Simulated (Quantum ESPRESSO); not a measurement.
# AgCl (Chlorargyrite) (Fm-3m) in Quantum ESPRESSO: band structure with PBEsol

Aim: the band structure of AgCl (Chlorargyrite) with PBEsol.

All numbers are computed with Quantum ESPRESSO 7.5; they aren't measurements. Logs are shortened: lines on timing, memory, paths and dates and some standing lists are left out, and cuts for length are marked.

**The experiment to reproduce.**

A printed reference work, data compilation reports, for a bulk crystal of AgCl: band gap 3.249 eV (indirect).

The runs below are set against these values where they give the same quantity.

## 1. The crystal as given

Symmetry: Fm-3m, No. 225, cubic system. The conventional cell has a = 5.470 Å, b = 5.470 Å, c = 5.470 Å, α = 90.00°, β = 90.00°, γ = 90.00°. Ag (site symmetry m-3m) has 6 Cl at 2.73 Å as nearest neighbours. Around Cl (site symmetry m-3m) lie 6 Ag at 2.73 Å.

## 2. Band structure, PBEsol

pw.in

```
&CONTROL
  calculation = 'scf'
  prefix = 'pwscf'
  outdir = './tmp'
  pseudo_dir = './pseudo'
  tprnfor = .true.
  tstress = .true.
  disk_io = 'low'
/
&SYSTEM
  ibrav = 0
  nat = 2
  ntyp = 2
  ecutwfc = 56
  ecutrho = 448
  nbnd = 20
  occupations = 'smearing'
  smearing = 'fd'
  degauss = 0.00367493
/
&ELECTRONS
  conv_thr = 4d-10
  electron_maxstep = 120
  mixing_beta = 0.5
/
ATOMIC_SPECIES
Ag   107.8682 ag_pbesol_v1.4.uspp.F.UPF
Cl    35.4500 cl_pbesol_v1.4.uspp.F.UPF
CELL_PARAMETERS angstrom
   0.0000000000    2.7350000000    2.7350000000
   2.7350000000    0.0000000000    2.7350000000
   2.7350000000    2.7350000000    0.0000000000
ATOMIC_POSITIONS crystal
Ag     0.0000000000    0.0000000000    0.0000000000
Cl     0.5000000000    0.5000000000    0.5000000000
K_POINTS automatic
8 8 8 0 0 0
```

bands.in

```
&CONTROL
  calculation = 'bands'
  prefix = 'pwscf'
  outdir = './tmp'
  pseudo_dir = './pseudo'
  disk_io = 'low'
  verbosity = 'high'
/
&SYSTEM
  ibrav = 0
  nat = 2
  ntyp = 2
  ecutwfc = 56
  ecutrho = 448
  nbnd = 20
  occupations = 'smearing'
  smearing = 'fd'
  degauss = 0.00367493
/
&ELECTRONS
  conv_thr = 1d-08
  electron_maxstep = 120
  mixing_beta = 0.5
  diago_full_acc = .true.
  startingwfc = 'random'
/
ATOMIC_SPECIES
Ag   107.8682 ag_pbesol_v1.4.uspp.F.UPF
Cl    35.4500 cl_pbesol_v1.4.uspp.F.UPF
CELL_PARAMETERS angstrom
   0.0000000000    2.7350000000    2.7350000000
   2.7350000000    0.0000000000    2.7350000000
   2.7350000000    2.7350000000    0.0000000000
ATOMIC_POSITIONS crystal
Ag     0.0000000000    0.0000000000    0.0000000000
Cl     0.5000000000    0.5000000000    0.5000000000
K_POINTS crystal
60
 0.0000000000  0.0000000000  0.0000000000 1
 0.0625000000  0.0000000000  0.0625000000 1
 0.1250000000  0.0000000000  0.1250000000 1
 0.1875000000  0.0000000000  0.1875000000 1
 0.2500000000  0.0000000000  0.2500000000 1
 0.3125000000  0.0000000000  0.3125000000 1
 0.3750000000  0.0000000000  0.3750000000 1
 0.4375000000  0.0000000000  0.4375000000 1
 0.5000000000  0.0000000000  0.5000000000 1
 0.5000000000  0.0625000000  0.5625000000 1
 0.5000000000  0.1250000000  0.6250000000 1
 0.5000000000  0.1875000000  0.6875000000 1
 0.5000000000  0.2500000000  0.7500000000 1
 0.4375000000  0.3125000000  0.7500000000 1
 0.3750000000  0.3750000000  0.7500000000 1
 0.3375000000  0.3375000000  0.6750000000 1
 0.3000000000  0.3000000000  0.6000000000 1
 0.2625000000  0.2625000000  0.5250000000 1
 0.2250000000  0.2250000000  0.4500000000 1
 0.1875000000  0.1875000000  0.3750000000 1
 0.1500000000  0.1500000000  0.3000000000 1
 0.1125000000  0.1125000000  0.2250000000 1
 0.0750000000  0.0750000000  0.1500000000 1
 0.0375000000  0.0375000000  0.0750000000 1
 0.0000000000  0.0000000000  0.0000000000 1
 0.0625000000  0.0625000000  0.0625000000 1
 0.1250000000  0.1250000000  0.1250000000 1
 0.1875000000  0.1875000000  0.1875000000 1
 0.2500000000  0.2500000000  0.2500000000 1
 0.3125000000  0.3125000000  0.3125000000 1
 0.3750000000  0.3750000000  0.3750000000 1
 0.4375000000  0.4375000000  0.4375000000 1
 0.5000000000  0.5000000000  0.5000000000 1
 0.5250000000  0.4500000000  0.5250000000 1
 0.5500000000  0.4000000000  0.5500000000 1
 0.5750000000  0.3500000000  0.5750000000 1
 0.6000000000  0.3000000000  0.6000000000 1
 0.6250000000  0.2500000000  0.6250000000 1
 0.5833333333  0.2500000000  0.6666666667 1
 0.5416666667  0.2500000000  0.7083333333 1
 0.5000000000  0.2500000000  0.7500000000 1
 0.5000000000  0.2857142857  0.7142857143 1
 0.5000000000  0.3214285714  0.6785714286 1
 0.5000000000  0.3571428571  0.6428571429 1
 0.5000000000  0.3928571429  0.6071428571 1
 0.5000000000  0.4285714286  0.5714285714 1
 0.5000000000  0.4642857143  0.5357142857 1
 0.5000000000  0.5000000000  0.5000000000 1
 0.4821428571  0.4821428571  0.5357142857 1
 0.4642857143  0.4642857143  0.5714285714 1
 0.4464285714  0.4464285714  0.6071428571 1
 0.4285714286  0.4285714286  0.6428571429 1
 0.4107142857  0.4107142857  0.6785714286 1
 0.3928571429  0.3928571429  0.7142857143 1
 0.3750000000  0.3750000000  0.7500000000 1
 0.6250000000  0.2500000000  0.6250000000 1
 0.5937500000  0.1875000000  0.5937500000 1
 0.5625000000  0.1250000000  0.5625000000 1
 0.5312500000  0.0625000000  0.5312500000 1
 0.5000000000  0.0000000000  0.5000000000 1
```

Potentials or basis: GBRV 1.5 PBEsol.

Launch:

```sh
OMP_NUM_THREADS=1 mpirun -n 2 pw.x -nk 2 -in pw.in > pw.out
OMP_NUM_THREADS=1 mpirun -n 2 pw.x -nk 2 -in bands.in > bands.out
```

pw.out:

```text
This program is part of the open-source Quantum ESPRESSO suite
     for quantum simulation of materials; please cite
[... 13 lines left out ...]
     --------------------
     sticks:   dense  smooth     PW     G-vecs:    dense   smooth      PW
     Sum        1651     823    253                44375    15593    2685

     Using Slab Decomposition

     bravais-lattice index     =            0
     lattice parameter (alat)  =       7.3092  a.u.
     unit-cell volume          =     276.1205 (a.u.)^3
     number of atoms/cell      =            2
     number of atomic types    =            2
     number of electrons       =        26.00
     number of Kohn-Sham states=           20
     kinetic-energy cutoff     =      56.0000  Ry
     charge density cutoff     =     448.0000  Ry
     scf convergence threshold =      4.0E-10
     mixing beta               =       0.5000
     number of iterations used =            8  plain     mixing
     Exchange-correlation= SLA  PW   PSX  PSC
                           (   1   4  10   8   0   0   0)

     celldm(1)=   7.309223  celldm(2)=   0.000000  celldm(3)=   0.000000
     celldm(4)=   0.000000  celldm(5)=   0.000000  celldm(6)=   0.000000

     crystal axes: (cart. coord. in units of alat)
               a(1) = (   0.000000   0.707107   0.707107 )
               a(2) = (   0.707107   0.000000   0.707107 )
               a(3) = (   0.707107   0.707107   0.000000 )

     reciprocal axes: (cart. coord. in units 2 pi/alat)
               b(1) = ( -0.707107  0.707107  0.707107 )
               b(2) = (  0.707107 -0.707107  0.707107 )
               b(3) = (  0.707107  0.707107 -0.707107 )

     PseudoPot. # 1 for Ag read from file:
     ag_pbesol_v1.4.uspp.F.UPF
     Pseudo is Ultrasoft + core correction, Zval = 19.0
     Generated by new atomic code, or converted to UPF format
     Using radial grid of  887 points,  6 beta functions with:
                l(1) =   0
                l(2) =   0
                l(3) =   1
                l(4) =   1
                l(5) =   2
                l(6) =   2
     Q(r) pseudized with  6 coefficients,  rinner =    1.300   1.300   1.300
                                                       1.300   1.300

     PseudoPot. # 2 for Cl read from file:
     cl_pbesol_v1.4.uspp.F.UPF
     Pseudo is Ultrasoft + core correction, Zval =  7.0
     Generated by new atomic code, or converted to UPF format
     Using radial grid of  909 points,  6 beta functions with:
                l(1) =   0
                l(2) =   0
                l(3) =   1
                l(4) =   1
                l(5) =   2
                l(6) =   2
     Q(r) pseudized with  8 coefficients,  rinner =    1.300   1.300   1.300
                                                       1.300   1.300

     atomic species   valence    mass     pseudopotential
     Ag               19.00   107.86820     Ag( 1.00)
     Cl                7.00    35.45000     Cl( 1.00)

     48 Sym. Ops., with inversion, found

   Cartesian axes

     site n.     atom                  positions (alat units)
         1        Ag     tau(   1) = (   0.0000000   0.0000000   0.0000000  )
         2        Cl     tau(   2) = (   0.7071068   0.7071068   0.7071068  )

     number of k points=    29  Fermi-Dirac smearing, width (Ry)=  0.0037
                       cart. coord. in units 2pi/alat
        k(    1) = (   0.0000000   0.0000000   0.0000000), wk =   0.0039062
        k(    2) = (   0.0883883   0.0883883  -0.0883883), wk =   0.0312500
        k(    3) = (   0.1767767   0.1767767  -0.1767767), wk =   0.0312500
        k(    4) = (   0.2651650   0.2651650  -0.2651650), wk =   0.0312500
        k(    5) = (  -0.3535534  -0.3535534   0.3535534), wk =   0.0156250
        k(    6) = (   0.1767767   0.0000000   0.0000000), wk =   0.0234375
[... 21 lines left out ...]
        k(   28) = (  -0.7071068   0.1767767  -0.0000000), wk =   0.0468750
        k(   29) = (  -0.7071068   0.3535534   0.0000000), wk =   0.0234375

     Dense  grid:    44375 G-vectors     FFT dimensions: (  50,  50,  50)

     Smooth grid:    15593 G-vectors     FFT dimensions: (  36,  36,  36)

     Initial potential from superposition of free atoms

     starting charge      25.4999, renormalised to      26.0000

     negative rho (up, down):  1.540E-02 0.000E+00
     Starting wfcs are   17 randomized atomic wfcs +    3 random wfcs

     Self-consistent Calculation

     iteration #  1     ecut=    56.00 Ry     beta= 0.50
     Davidson diagonalization with overlap
     ethr =  1.00E-02,  avg # of iterations =  5.6

     negative rho (up, down):  1.527E-02 0.000E+00

     total energy              =    -328.45555853 Ry
     estimated scf accuracy    <       0.80286843 Ry

     iteration #  2     ecut=    56.00 Ry     beta= 0.50
     Davidson diagonalization with overlap
     ethr =  3.09E-03,  avg # of iterations =  2.0
[... 69 lines left out ...]
     iteration # 10     ecut=    56.00 Ry     beta= 0.50
     Davidson diagonalization with overlap
     ethr =  5.93E-12,  avg # of iterations =  2.3

     negative rho (up, down):  1.457E-02 0.000E+00

     End of self-consistent calculation

          k = 0.0000 0.0000 0.0000 (  1917 PWs)   bands (ev):

   -81.1045 -44.6486 -44.6486 -44.6486  -6.6904   6.0819   6.0819   6.0819
     6.1231   6.1231   6.2375   6.2375   6.2375   9.4593  19.2892  19.2892
    19.2892  20.8169  22.1653  22.1653

          k = 0.0884 0.0884-0.0884 (  1958 PWs)   bands (ev):

   -81.1045 -44.6493 -44.6487 -44.6487  -6.6211   5.3250   5.3973   5.3973
     6.1431   6.1431   6.3993   7.0394   7.0394  10.2178  17.9583  19.0026
    19.0026  20.5775  20.5775  21.3824
[... 13 lines left out ...]
          k =-0.3536-0.3536 0.3536 (  1946 PWs)   bands (ev):

   -81.1044 -44.6524 -44.6492 -44.6492  -6.1760   3.0638   4.2631   4.2631
     6.4993   6.4993   6.8361   8.7358   8.7358  12.6470  15.4046  16.1161
    16.1161  22.0354  22.0354  22.2230

          k = 0.1768 0.0000 0.0000 (  1965 PWs)   bands (ev):

   -81.1045 -44.6492 -44.6489 -44.6489  -6.6007   4.8141   5.6993   5.6993
     6.0255   6.1538   6.6259   6.6259   7.0403  10.5307  18.2415  18.5190
    18.8531  18.8531  22.3479  22.4982

          k = 0.2652 0.0884-0.0884 (  1961 PWs)   bands (ev):

   -81.1044 -44.6502 -44.6491 -44.6491  -6.4677   4.1967   5.1013   5.1848
     6.1023   6.3046   6.6391   7.1368   7.6764  11.6601  16.5552  17.3246
    18.3195  19.4039  21.8829  22.6743
[... 19 lines left out ...]
          k =-0.0884-0.2652 0.2652 (  1955 PWs)   bands (ev):

   -81.1044 -44.6510 -44.6495 -44.6490  -6.3455   3.8021   4.4855   4.8498
     6.2997   6.3969   6.7097   7.3749   8.4786  12.4310  15.7161  16.7766
    17.1504  20.1733  22.1133  22.5208

          k = 0.0000-0.1768 0.1768 (  1955 PWs)   bands (ev):

   -81.1044 -44.6498 -44.6491 -44.6488  -6.5191   4.5486   4.8775   5.3851
     6.1753   6.2775   6.7258   6.7450   7.8428  11.1673  17.2997  17.4602
    18.4715  19.5454  21.3947  22.4332

          k = 0.3536 0.0000 0.0000 (  1964 PWs)   bands (ev):

   -81.1044 -44.6504 -44.6494 -44.6494  -6.3993   3.9182   5.4363   5.4363
     5.8909   6.2287   6.8390   6.8390   7.2741  12.1294  15.9335  17.2228
    18.7327  18.7327  22.7871  24.7344

          k = 0.4419 0.0884-0.0884 (  1963 PWs)   bands (ev):

   -81.1044 -44.6512 -44.6498 -44.6497  -6.2774   3.7457   4.9444   5.0730
     6.0149   6.4535   6.7632   7.0744   7.5608  12.2738  15.5927  16.7308
    18.5486  19.5336  22.9443  24.2199
[... 7 lines left out ...]
          k =-0.0884-0.4419 0.4419 (  1956 PWs)   bands (ev):

   -81.1043 -44.6517 -44.6506 -44.6495  -6.1477   3.5920   4.3573   4.3891
     6.4208   6.4951   6.7817   7.2988   8.3113  13.3754  14.5928  16.5258
    17.2503  21.3758  21.3814  24.1692

          k = 0.0000-0.3536 0.3536 (  1959 PWs)   bands (ev):

   -81.1044 -44.6514 -44.6503 -44.6492  -6.2213   3.5630   4.3419   4.6729
     6.3842   6.4860   6.9209   6.9598   8.6548  13.6681  14.5243  16.2766
    16.9506  20.4282  22.6523  24.6134

          k = 0.5303-0.0000 0.0000 (  1972 PWs)   bands (ev):

   -81.1044 -44.6516 -44.6500 -44.6500  -6.2263   3.8200   5.3926   5.3926
     5.7585   6.3044   6.7473   6.7473   7.0779  11.4598  16.5673  16.6485
    19.5061  19.5061  23.4463  24.3634

          k =-0.0884-0.6187 0.6187 (  1963 PWs)   bands (ev):

   -81.1043 -44.6519 -44.6503 -44.6501  -6.1672   3.9823   4.8940   5.0815
     5.9779   6.5816   6.6862   6.8620   6.9904  11.3999  16.3262  16.9486
    19.4283  20.1138  23.1264  23.7047

          k = 0.0000-0.5303 0.5303 (  1938 PWs)   bands (ev):

   -81.1043 -44.6515 -44.6509 -44.6499  -6.1347   4.1689   4.1990   4.6599
     6.2312   6.5665   6.7548   6.9532   7.5869  12.1907  15.8014  16.7413
    18.4410  20.3198  22.0389  24.2726

          k =-0.7071 0.0000 0.0000 (  1964 PWs)   bands (ev):

   -81.1043 -44.6521 -44.6502 -44.6502  -6.1651   4.0368   5.4285   5.4285
     5.7042   6.3361   6.6334   6.6334   6.7434  10.8879  16.4666  17.3412
    20.3163  20.3163  23.3492  23.8681

          k = 0.3536 0.1768 0.0000 (  1959 PWs)   bands (ev):

   -81.1044 -44.6509 -44.6497 -44.6492  -6.3400   3.8132   4.6970   5.0680
     6.1861   6.4137   6.8711   6.8770   8.1108  12.5497  15.4997  16.6464
    17.9770  19.5825  22.5144  24.1072

          k =-0.2652-0.4419 0.6187 (  1953 PWs)   bands (ev):

   -81.1044 -44.6516 -44.6501 -44.6494  -6.2067   3.5807   4.3843   4.6411
     6.3220   6.5069   6.7805   7.3155   8.3139  13.2608  14.6386  16.4835
    17.3692  20.5068  22.7478  23.7431
[... 13 lines left out ...]
          k =-0.0884-0.4419 0.6187 (  1945 PWs)   bands (ev):

   -81.1043 -44.6516 -44.6507 -44.6499  -6.1371   3.9820   4.3406   4.5881
     6.3397   6.5533   6.7136   7.0114   7.5882  12.6264  15.6539  16.5850
    17.6504  21.0338  22.3972  23.6850

          k = 0.0000-0.3536 0.5303 (  1948 PWs)   bands (ev):

   -81.1043 -44.6514 -44.6509 -44.6497  -6.1426   3.7796   4.3941   4.4590
     6.4594   6.4732   6.8064   6.9407   8.0039  13.2678  15.0193  16.3531
    17.4293  21.1868  21.7419  24.5205

          k =-0.7071 0.1768-0.0000 (  1956 PWs)   bands (ev):

   -81.1043 -44.6518 -44.6505 -44.6502  -6.1441   4.1211   4.6569   4.8916
     6.2180   6.6171   6.6336   6.6551   7.1304  11.6632  16.3315  16.9921
    18.4450  20.9647  23.0121  23.3337

          k =-0.7071 0.3536 0.0000 (  1964 PWs)   bands (ev):

   -81.1043 -44.6512 -44.6512 -44.6502  -6.1229   4.2100   4.3988   4.3988
     6.5861   6.5861   6.6338   6.6403   7.4205  12.8756  16.4401  16.4401
    16.5757  22.1573  22.1573  23.3184

     the Fermi energy is     9.1739 ev

!    total energy              =    -328.81156477 Ry
     estimated scf accuracy    <          6.6E-11 Ry
     smearing contrib. (-TS)   =      -0.00000081 Ry
     internal energy E=F+TS    =    -328.81156396 Ry

     The total energy is F=E-TS. E is the sum of the following terms:
     one-electron contribution =    -180.53037678 Ry
     hartree contribution      =      99.71689581 Ry
     xc contribution           =     -38.10120982 Ry
     ewald contribution        =    -209.89687317 Ry

     convergence has been achieved in  10 iterations

     negative rho (up, down):  1.457E-02 0.000E+00

     Forces acting on atoms (cartesian axes, Ry/au):

     atom    1 type  1   force =    -0.00000000    0.00000000    0.00000000
     atom    2 type  2   force =    -0.00000000    0.00000000   -0.00000000

     Total force =     0.000000     Total SCF correction =     0.000000

     Computing stress (Cartesian axis) and pressure

     negative rho (up, down):  1.457E-02 0.000E+00
          total   stress  (Ry/bohr**3)                   (kbar)     P=       -8.69
  -0.00005908  -0.00000000   0.00000000           -8.69       -0.00        0.00
  -0.00000000  -0.00005908   0.00000000           -0.00       -8.69        0.00
   0.00000000   0.00000000  -0.00005908            0.00        0.00       -8.69

=------------------------------------------------------------------------------=
   JOB DONE.
=------------------------------------------------------------------------------=
```

Wall time 28 s (2 MPI ranks of Intel Xeon Platinum 8488C (Sapphire Rapids), shared host); peak memory 0.28 GiB.

Results:

* Free energy: -4473.7092 eV
* Pressure: -0.9 GPa
* Band gap on the k mesh: 0.72 eV, indirect (least direct gap 3.18 eV)
* Band gap along the path: 0.72 eV, indirect (least direct gap 2.99 eV)

Levels at the corners of the path, in eV from the valence-band top:
| point | band 11 | band 12 | band 13 | band 14 | band 15 | band 16 |
| --- | --- | --- | --- | --- | --- | --- |
| Γ | -2.50 | -2.50 | -2.50 | 0.72 | 10.55 | 10.55 |
| X | -2.10 | -2.10 | -1.99 | 2.15 | 7.73 | 8.61 |
| W | -2.10 | -2.10 | -1.32 | 4.14 | 7.70 | 7.70 |
| K | -1.98 | -1.78 | -1.15 | 3.45 | 7.07 | 8.01 |
| Γ | -2.50 | -2.50 | -2.50 | 0.72 | 10.55 | 10.55 |
| L | -1.90 | 0.00 | 0.00 | 3.91 | 6.67 | 7.38 |
| U | -1.98 | -1.78 | -1.15 | 3.45 | 7.07 | 8.01 |
| W | -2.10 | -2.10 | -1.32 | 4.14 | 7.70 | 7.70 |
| L | -1.90 | 0.00 | 0.00 | 3.91 | 6.67 | 7.38 |
| K | -1.98 | -1.78 | -1.15 | 3.45 | 7.07 | 8.01 |
| U | -1.98 | -1.78 | -1.15 | 3.45 | 7.07 | 8.01 |
| X | -2.10 | -2.10 | -1.99 | 2.15 | 7.73 | 8.61 |

## 3. Comparison with measurements

Step 2. A measured gap of AgCl is 3.249 eV (indirect; a printed reference work, data compilation); the calculated 0.72 eV misses it by -2.53 eV. So large a miss can be the level of theory's own, or it may mean another phase, state or a wrong row. Spin-orbit coupling on Ag is left out. The value is that of PBEsol, without temperature or zero-point motion. Semilocal functionals fall short of measured gaps as a rule.
